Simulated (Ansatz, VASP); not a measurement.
**One calculation of BaS, two programs**

Contents of POSCAR:

```
BaS
1.0
    3.8337582655      0.0000000000      0.0000000000
    0.0000000000      3.8337582655      0.0000000000
    0.0000000000      0.0000000000      3.8337582655
Ba S
1 1
Direct
    0.0000000000      0.0000000000      0.0000000000
    0.5000000000      0.5000000000      0.5000000000
```

INCAR.step1

```
SYSTEM = BaS
  PREC = Accurate
  ENCUT = 520
  EDIFF = 1E-5
  ISMEAR = 0
  SIGMA = 0.01
  LREAL = .False.
  LASPH = .True.
  NELM = 100
  ALGO = Normal
  ISIF = 2
  LWAVE = .True.
  NBANDS = 15
  GGA = PE
```

The input INCAR.step2:

```
SYSTEM = BaS
  PREC = Accurate
  ENCUT = 520
  EDIFF = 1E-6
  ISMEAR = 0
  SIGMA = 0.01
  LREAL = .False.
  LASPH = .True.
  NELM = 100
  ALGO = Normal
  ISIF = 2
  LWAVE = .False.
  LCHARG = .True.
  GGA = PE
  LHFCALC = .True.
  HFSCREEN = 0.2079
  PRECFOCK = Normal
  LELF = .True.
  LVHAR = .True.
  NBANDS = 15
  ISTART = 1
```

Contents of KPOINTS:

```
Automatic mesh
0
Gamma
  4 4 4
  0 0 0
```

Input for Ansatz:

```yaml
crystal:
  lattice:
    - [3.8337582655, 0.0, 0.0]
    - [0.0, 3.8337582655, 0.0]
    - [0.0, 0.0, 3.8337582655]
  atoms:
    - { symbol: Ba, position: [0.0, 0.0, 0.0] }
    - { symbol: S, position: [0.5, 0.5, 0.5] }
kpoints:
  mp_grid: { grid: [4, 4, 4] }
hamiltonian:
  xc: hse06
scf:
  occupations: { method: fixed }
  n_extra_bands: 4
output:
  forces: true
  stress: true
  eigenvalues: true
```

The cell was built by a generator and needn't be a form met in nature.

Alike in both runs: task single point; functional HSE06; k mesh 4 × 4 × 4; no spin polarisation.

```csv
,VASP,Ansatz
version,VASP 6.6.1,Ansatz 0.2.0
potentials or method,"VASP PAW PBE potentials, release 64 (Ba_sv, S)","plane waves, PAW"
plane-wave cutoff (eV),520,420
occupations,"gaussian, width 0.01 eV",fixed
valence electrons in the cell,16,16
```

Ansatz gave:

- gap on the k mesh at the Fermi level (eV): 2.45
- pressure (GPa): -0.4

Problem. Estimate VASP's values.

Solution. gap on the k mesh at the Fermi level (eV): 2.34; pressure (GPa): 0.5.

Ansatz warned: «stress_exchange_threshold_loose».

Caveats: the PAW data sets were made with another functional, which shifts forces and pressure a little (VASP); spin-orbit coupling is left out, which moves the levels of the heavy elements. A k mesh can miss the band edges.
